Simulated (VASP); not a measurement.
Here is the system:

```yaml
crystal:
  lattice:
    - [4.13580, 0.00000, 0.00000]
    - [0.00000, 4.13580, 0.00000]
    - [0.00000, 0.00000, 4.13580]
  atoms:
    - { symbol: Ba, position: [0.00000, 0.00000, 0.00000] }
    - { symbol: Sn, position: [0.50000, 0.50000, 0.50000] }
    - { symbol: O, position: [0.50000, 0.00000, 0.50000] }
    - { symbol: O, position: [0.00000, 0.50000, 0.50000] }
    - { symbol: O, position: [0.50000, 0.50000, 0.00000] }
```

All values below come from PBEsol GGA, VASP's PBE PAW potentials (set 64) (plane waves; VASP 6.6.1). Numerical set-up: 520 eV cut-off, Gaussian smearing of 0.050 eV, potentials Ba_sv Sn_d O.

Unless said otherwise, spin-orbit coupling is left out, though it shifts the bands of the heavy elements here.

Q: Give the energies of bands 13 to 24 at the high-symmetry points, in eV from the valence-band maximum.

A: 
```tsv
band	Γ	X	M	R
13	-4.57	-4.75	-6.84	-8.94
14	-4.57	-4.75	-4.27	-1.54
15	-4.57	-4.66	-2.96	-1.54
16	-1.04	-2.27	-1.71	-1.54
17	-1.04	-1.78	-1.71	-0.75
18	-1.04	-1.18	-1.15	-0.75
19	-0.52	-1.18	-1.15	0.00
20	-0.52	-1.00	-0.76	0.00
21	-0.52	-1.00	-0.08	0.00
22	0.69	4.76	6.57	5.06
23	4.77	6.64	7.62	5.06
24	4.77	6.92	7.93	5.06
```

The gap is indirect, 0.69 eV, from the valence maximum at R to the conduction minimum at Γ.

Measured: gap 2.95 eV (computed value off by -2.26 eV), as given by Hyung Joon Kim et al., Physical Review B (2012), arXiv:1207.0764.

The compound is BaSnO3 in the cubic perovskite structure. It was relaxed first.
